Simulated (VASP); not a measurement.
# Mg (I4/mmm) in VASP: notebook

The runs below take Mg through single point, with PBEsol.

All numbers are computed with VASP 6.6.1; they aren't measurements. Logs are shortened: lines on timing, memory, paths and dates and some standing lists are left out, and cuts for length are marked.

## (1) The cell of the first run

It takes space group I4/mmm (No. 139, tetragonal). The conventional cell has a = 3.340 Å, b = 3.340 Å, c = 4.489 Å, α = 90.00°, β = 90.00°, γ = 90.00°. Mg (site symmetry 4/mmm) has 12 Mg at 3.26 to 3.34 Å as nearest neighbours.

This isn't the form of Mg at room conditions, which is hcp.

## (2) Single point, PBEsol (strain +0.0525 x Voigt [1, 1, 0, 0, 0, 0], atoms carried along)

INCAR reads:

```
SYSTEM = Mg
PREC = Accurate ; ENCUT = 520
EDIFF = 1E-6 ; ISMEAR = 0
SIGMA = 0.15 ; LREAL = .FALSE.
LASPH = .TRUE. ; NELM = 100
ALGO = Normal ; ISIF = 2
LWAVE = .FALSE. ; LCHARG = .FALSE.
GGA = PS ; NBANDS = 7
```

KPOINTS reads:

```
regular mesh
0
G
  18 18 18
  0 0 0
```

POSCAR reads:

```
Mg
1.0
    0.0000000000      2.3620794400      2.2442560000
    2.3620794400      0.0000000000      2.2442560000
    2.3620794400      2.3620794400      0.0000000000
Mg
1
Direct
    0.0000000000      0.0000000000      0.0000000000
```

Potentials or basis: VASP PAW PBE potentials, release 64 (Mg).

Started as:

```sh
> cat potpaw_PBE.64/Mg/POTCAR > POTCAR
> mpirun -np 1 vasp_std > vasp.out
```

OUTCAR:

```text
SYSTEM = Mg
   PREC = Accurate
   ENCUT = 520
   EDIFF = 1E-6
   ISMEAR = 0
   LREAL = .FALSE.
   LASPH = .TRUE.
   NELM = 100
   ISIF = 2
   GGA = PS

 ion  position               nearest neighbor table
   1  0.000  0.000  0.000-

  LATTYP: Found a body centered tetragonal cell.
 ALAT       =     3.3404847795
 C/A-ratio  =     1.3436708431

  Lattice vectors:

 A1 = (   0.0000000000,  -2.3620794400,  -2.2442560000)
 A2 = (   0.0000000000,   2.3620794400,  -2.2442560000)
 A3 = (   2.3620794400,   0.0000000000,   2.2442560000)

Analysis of symmetry for initial positions (statically):
=====================================================================
 Subroutine PRICEL returns:
 Original cell was already a primitive cell.

 Routine SETGRP: Setting up the symmetry group for a
 body centered tetragonal supercell.

 Subroutine GETGRP returns: Found 16 space group operations
 (whereof 16 operations were pure point group operations)
 out of a pool of 16 trial point group operations.

The static configuration has the point symmetry D_4h.

Analysis of symmetry for dynamics (positions and initial velocities):
=====================================================================
 Subroutine PRICEL returns:
 Original cell was already a primitive cell.

 Routine SETGRP: Setting up the symmetry group for a
 body centered tetragonal supercell.

 Subroutine GETGRP returns: Found 16 space group operations
 (whereof 16 operations were pure point group operations)
 out of a pool of 16 trial point group operations.

The dynamic configuration has the point symmetry D_4h.

 Subroutine INISYM returns: Found 16 space group operations
 (whereof 16 operations are pure point group operations),
 and found     1 'primitive' translations

----------------------------------------------------------------------------------------

                                     Primitive cell

  volume of cell :      25.0433

  direct lattice vectors                    reciprocal lattice vectors
     0.000000000  2.362079440  2.244256000    -0.211677893  0.211677893  0.222790983
     2.362079440  0.000000000  2.244256000     0.211677893 -0.211677893  0.222790983
     2.362079440  2.362079440  0.000000000     0.211677893  0.211677893 -0.222790983

  length of vectors
     3.258236375  3.258236375  3.340484779     0.373163347  0.373163347  0.373163347

  position of ions in fractional coordinates (direct lattice)
     0.000000000  0.000000000  0.000000000

  ion indices of the primitive-cell ions
   primitive index   ion index
                 1           1

----------------------------------------------------------------------------------------

 KPOINTS: regular mesh

Automatic generation of k-mesh.
 Grid dimensions read from file:
 generate k-points for:   18   18   18

 Generating k-lattice:

  Cartesian coordinates                     Fractional coordinates (reciprocal lattice)
    -0.011759883  0.011759883  0.012377277     0.055555556  0.000000000  0.000000000
     0.011759883 -0.011759883  0.012377277     0.000000000  0.055555556  0.000000000
     0.011759883  0.011759883 -0.012377277     0.000000000  0.000000000  0.055555556

  Length of vectors
     0.020731297  0.020731297  0.020731297

  Shift w.r.t. Gamma in fractional coordinates (k-lattice)
     0.000000000  0.000000000  0.000000000

 Subroutine IBZKPT returns following result:
 ===========================================

 Found    480 irreducible k-points:

 Following reciprocal coordinates:
            Coordinates               Weight
  0.000000  0.000000  0.000000      1.000000
  0.055556  0.000000  0.000000      8.000000
  0.111111  0.000000  0.000000      8.000000
  0.166667 -0.000000  0.000000      8.000000
  0.222222 -0.000000  0.000000      8.000000
  0.277778 -0.000000  0.000000      8.000000
[... 16 lines left out ...]
 -0.277778  0.055556  0.000000      8.000000
 -0.222222  0.055556  0.000000      8.000000
 [... further k-points ...]
   k-points           NKPTS =    480   k-points in BZ     NKDIM =    480   number of bands    NBANDS=      7
   number of dos      NEDOS =    301   number of ions     NIONS =      1
   total plane-waves  NPLWV =  16128
   dimension x,y,z NGX =    24 NGY =   24 NGZ =   28
   dimension x,y,z NGXF=    48 NGYF=   48 NGZF=   56
   ions per type =               1
   NGX,Y,Z   is equivalent  to a cutoff of  12.25, 12.25, 13.93 a.u.
   NGXF,Y,Z  is equivalent  to a cutoff of  24.49, 24.49, 27.87 a.u.
 SYSTEM =  Mg
   PREC   = accura    normal or accurate (medium, high low for compatibility)
   ISTART =      0    job   : 0-new  1-cont  2-samecut
   ICHARG =      2    charge: 1-file 2-atom 10-const
   ISPIN  =      1    spin polarized calculation?
   LNONCOLLINEAR =      F non collinear calculations
   LSORBIT =      F    spin-orbit coupling
   LASPH  =      T    aspherical Exc in radial PAW
   ENCUT  =  520.0 eV  38.22 Ry    6.18 a.u.   6.06  6.06  6.21*2*pi/ulx,y,z
   NELM   =    100;   NELMIN=  2; NELMDL= -5     # of ELM steps
   EDIFF  = 0.1E-05   stopping-criterion for ELM
   LREAL  =      F    real-space projection
   EDIFFG = 0.1E-04   stopping-criterion for IOM
   NSW    =      0    number of steps for IOM
   IBRION =     -1    ionic relax: 0-MD 1-quasi-New 2-CG
   NFREE  =      0    steps in history (QN), initial steepest desc. (CG)
   ISIF   =      2    stress and relaxation
   ISYM   =      2    0-nonsym 1-usesym 2-fastsym
   POTIM  = 0.5000    time-step for ionic-motion
   TEBEG  =    0.0;   TEEND  =   0.0 temperature during run
   PSTRESS=    0.0 pullay stress
   NELECT =       2.0000    total number of electrons
   NUPDOWN=      -1.0000    fix difference up-down
   EMIN   =  10.00;   EMAX   =-10.00  energy-range for DOS
   EFERMI =   0.00;   METHOD = LEGACY
   ISMEAR =     0;   SIGMA  =   0.15  broadening in eV -4-tet -1-fermi 0-gaus
   EFERMI_NEDOS =   21; number of points for ismear=-14 and -15
   IALGO  =     38    algorithm
   IMIX   =      4    mixing-type and parameters
     AMIX     =   0.40;   BMIX     =  1.00
     AMIX_MAG =   1.60;   BMIX_MAG =  1.00
  volume/ion in A,a.u.               =      25.04       169.00
  Fermi-wavevector in a.u.,A,eV,Ry     =   0.704998  1.332252  6.762392  0.497022
  Thomas-Fermi vector in A             =   1.790390
   LORBIT       =      0    0 simple, 1 ext, 2 COOP (PROOUT), +10 PAW based schemes
   GGA     = PS    functional components
   LHFCALC =     F    Hartree Fock is set to
   AEXX    =    0.0000 exact exchange contribution
   IVDW    =     0    specifies the selected vdW correction
   LEPSILON=     F    determine dielectric tensor
   LRPA    =     F    only Hartree local field effects (RPA)
 non-spin polarized calculation
 Gauss-broadening in eV      SIGMA  =   0.15
  energy-cutoff  :      520.00
  volume of cell :       25.04
 maximum number of plane-waves:       689
   NGX = 13   NGY = 13   NGZ = 13

 number of electron       2.0000000 magnetization

 Free energy of the ion-electron system (eV)
  ---------------------------------------------------
  ext. energy  EPLUGINS =         0.00000000
  ---------------------------------------------------
  free energy    TOTEN  =        -1.68732978 eV

  energy without entropy =       -1.68194655  energy(sigma->0) =       -1.68463817

 E-fermi :   2.1271     XC(G=0):  -8.2661

 val. band max:        2.1066157798   @ k =  -0.2778   0.3889   0.2222
 cond. band min:       2.1511707597   @ k =  -0.1667   0.4444   0.3889
 fundamental gap:      0.0445549799
 Fermi energy:         2.1271040705

 k-point     1 :       0.0000    0.0000    0.0000
  band No.  band energies     occupation
      1      -4.4062      2.00000
      2      13.8775      0.00000
      3      13.8775      0.00000
      4      14.2198      0.00000
      5      15.3991      0.00000
      6      15.5123      0.00000
      7      15.5123      0.00000

 k-point     2 :       0.0556    0.0000    0.0000
  band No.  band energies     occupation
      1      -4.3414      2.00000
      2      12.8037      0.00000
      3      13.6642      0.00000
      4      13.9277      0.00000
      5      15.6370      0.00000
      6      15.7568      0.00000
      7      15.8330      0.00000

 k-point     3 :       0.1111    0.0000    0.0000
  band No.  band energies     occupation
      1      -4.1472      2.00000
      2      11.0731      0.00000
      3      13.2689      0.00000
      4      13.5829      0.00000
      5      15.5085      0.00000
      6      16.3776      0.00000
      7      16.5229      0.00000

 k-point     4 :       0.1667   -0.0000    0.0000
  band No.  band energies     occupation
      1      -3.8243      2.00000
      2       9.3339      0.00000
      3      12.8970      0.00000
      4      13.2809      0.00000
      5      15.2826      0.00000
      6      16.3745      0.00000
      7      17.0994      0.00000

 k-point     5 :       0.2222   -0.0000    0.0000
  band No.  band energies     occupation
      1      -3.3739      2.00000
      2       7.6588      0.00000
      3      12.6046      0.00000
      4      13.0606      0.00000
      5      15.0816      0.00000
      6      15.5341      0.00000
      7      16.5423      0.00000
[... 161 lines left out ...]
 k-point    22 :      -0.3333    0.0556    0.0000
  band No.  band energies     occupation
      1      -1.8160      2.00000
      2       4.2207      0.00000
      3      11.8156      0.00000
      4      12.9682      0.00000
      5      13.3636      0.00000
      6      14.2746      0.00000
      7      15.4223      0.00000

 k-point    23 :      -0.2778    0.0556    0.0000
  band No.  band energies     occupation
      1      -2.5507      2.00000
      2       5.6806      0.00000
      3      11.7629      0.00000
      4      13.3150      0.00000
      5      13.7147      0.00000
      6      14.8331      0.00000
      7      15.5452      0.00000

 k-point    24 :      -0.2222    0.0556    0.0000
  band No.  band energies     occupation
      1      -3.1624      2.00000
      2       7.2364      0.00000
      3      11.8198      0.00000
      4      13.4923      0.00000
      5      14.4408      0.00000
      6      15.2792      0.00000
      7      15.9732      0.00000

 [... further k-points ...]

------------------------ aborting loop because EDIFF is reached ----------------------------------------

  FORCE on cell =-STRESS in cart. coord.  units (eV):
  Direction    XX          YY          ZZ          XY          YZ          ZX
  --------------------------------------------------------------------------------------
  -------------------------------------------------------------------------------------
  Total       -0.4983388     -0.4983388     -0.4269730      0.0000000      0.0000000      0.0000000
  in kB      -31.8818790    -31.8818790    -27.3161560      0.0000000      0.0000000      0.0000000
  external PRESSURE =     -30.3599713 kB  Pullay stress =       0.0000000 kB

 VOLUME and BASIS-vectors are now :
 -----------------------------------------------------------------------------
  energy-cutoff  :      520.00
  volume of cell :       25.04
      direct lattice vectors                 reciprocal lattice vectors
     0.000000000  2.362079440  2.244256000    -0.211677893  0.211677893  0.222790983
     2.362079440  0.000000000  2.244256000     0.211677893 -0.211677893  0.222790983
     2.362079440  2.362079440  0.000000000     0.211677893  0.211677893 -0.222790983

 POSITION                                       TOTAL-FORCE (eV/Angst)
 -----------------------------------------------------------------------------------
      0.00000      0.00000      0.00000        -0.000000      0.000000      0.000000
 -----------------------------------------------------------------------------------
    total drift:                               -0.000000      0.000000     -0.000000

  FREE ENERGIE OF THE ION-ELECTRON SYSTEM (eV)
  ---------------------------------------------------
  free  energy   TOTEN  =        -1.6873297825 eV

  energy  without entropy=       -1.6819465506  energy(sigma->0) =       -1.68463817
```

Wall time 33 s (1 thread of Intel Xeon Platinum 8488C (Sapphire Rapids), shared host); peak memory 0.21 GiB.

What came out:

```yaml
Free_energy: -1.6873 eV
Pressure: -3.0 GPa
Band_gap_on_the_k_mesh: none (metal or under the smearing width)
```

Caveat: the PAW data sets were made with another functional, which shifts forces and pressure a little.

## (3) Single point, PBEsol (strain +0.0600 x Voigt [1, 1, 0, 0, 0, 0], atoms carried along)

INCAR reads:

```
ALGO = Normal
EDIFF = 1E-6
ENCUT = 520
GGA = PS
ISIF = 2
ISMEAR = 0
LASPH = True
LCHARG = False
LREAL = False
LWAVE = False
NBANDS = 7
NELM = 100
PREC = Accurate
SIGMA = 0.15
```

KPOINTS reads:

```
k-points
0
Gamma
  18 18 18
```

POSCAR reads:

```
Mg
1.0
    0.0000000000      2.3789113600      2.2442560000
    2.3789113600      0.0000000000      2.2442560000
    2.3789113600      2.3789113600      0.0000000000
Mg
1
Direct
    0.0000000000      0.0000000000      0.0000000000
```

Potentials or basis: VASP PAW PBE potentials, release 64 (Mg).

Started as:

```sh
> cat potpaw_PBE.64/Mg/POTCAR > POTCAR
> mpirun -np 1 vasp_std > vasp.out
```

Wall time 27 s (1 thread of Intel Xeon Platinum 8488C (Sapphire Rapids), shared host); peak memory 0.21 GiB.

The run converged. Its results:

| Item | Value |
| --- | --- |
| Free energy | -1.6798 eV |
| Pressure | -3.4 GPa |
| Band gap on the k mesh | none (metal or under the smearing width) |

Stress tensor (GPa, compression positive):
```
-3.53  0.00  0.00
 0.00 -3.53  0.00
 0.00  0.00 -3.04
```

Levels at points of the mesh, in eV from the Fermi level:
```tsv
k point	band 1	band 2	band 3	band 4	band 5
(0.00, 0.00, 0.00)	-6.48	11.65	11.65	12.04	13.11
(0.50, 0.00, 0.00)	-1.52	-1.26	10.25	10.59	11.13
(0.50, 0.50, 0.00)	0.31	1.32	5.55	5.92	5.92
(0.50, 0.00, 0.50)	-0.39	0.45	6.14	6.64	6.85
```

Caveat: the PAW data sets were made with another functional, which shifts forces and pressure a little.

## (4) Single point, PBEsol (strain -0.0450 x Voigt [1, 1, 0, 0, 0, 0], atoms carried along)

INCAR reads:

```
SYSTEM = Mg
PREC = Accurate
ENCUT = 520
EDIFF = 1E-6
ISMEAR = 0
SIGMA = 0.15
LREAL = .False.
LASPH = .True.
NELM = 100
ALGO = Normal
ISIF = 2
LWAVE = .False.
LCHARG = .False.
GGA = PS
NBANDS = 7
```

KPOINTS reads:

```
regular mesh
0
Gamma
  18 18 18
  0 0 0
```

POSCAR reads:

```
Mg
1.0
    0.0000000000      2.1432644800      2.2442560000
    2.1432644800      0.0000000000      2.2442560000
    2.1432644800      2.1432644800      0.0000000000
Mg
1
Direct
    0.0000000000      0.0000000000      0.0000000000
```

Started as:

```sh
> cat potpaw_PBE.64/Mg/POTCAR > POTCAR
> mpirun -np 1 vasp_std > vasp.out
```

Wall time 21 s (1 thread of Intel Xeon Platinum 8488C (Sapphire Rapids), shared host); peak memory 0.19 GiB.

It converged, with:

```yaml
Free_energy: -1.6866 eV
Pressure: 4.2 GPa
Band_gap_on_the_k_mesh: none (metal or under the smearing width)
```

Stress tensor (GPa, compression positive):
```
4.59 0.00 0.00
0.00 4.59 0.00
0.00 0.00 3.35
```

Levels at points of the mesh, in eV from the Fermi level:
```tsv
k point	band 1	band 2	band 3	band 4
(0.00, 0.00, 0.00)	-7.38	12.82	13.18	13.18
(0.50, 0.00, 0.00)	-1.87	-1.26	11.36	12.32
(0.50, 0.50, 0.00)	-0.65	0.40	6.65	8.04
(0.50, 0.00, 0.50)	-0.02	1.10	6.15	7.22
```

Caveat: the PAW data sets were made with another functional, which shifts forces and pressure a little.

## (5) The runs side by side

| cell | gap on the mesh (eV) | pressure (GPa) |
| --- | --- | --- |
| strain +0.0525 x Voigt [1, 1, 0, 0, 0, 0], atoms carried along | none | -3.0 |
| strain +0.0600 x Voigt [1, 1, 0, 0, 0, 0], atoms carried along | none | -3.4 |
| strain -0.0450 x Voigt [1, 1, 0, 0, 0, 0], atoms carried along | none | 4.2 |

Alike in all rows: task single point; level PBEsol; potentials or basis VASP PAW PBE potentials, release 64 (Mg); no spin polarisation; k mesh 18 × 18 × 18; cutoff (eV) 520; smearing gaussian 0.15 eV.

Caveats: the PAW data sets were made with another functional, which shifts forces and pressure a little.

Total energies depend on the potentials used, so only differences within one code and one set of settings carry meaning.
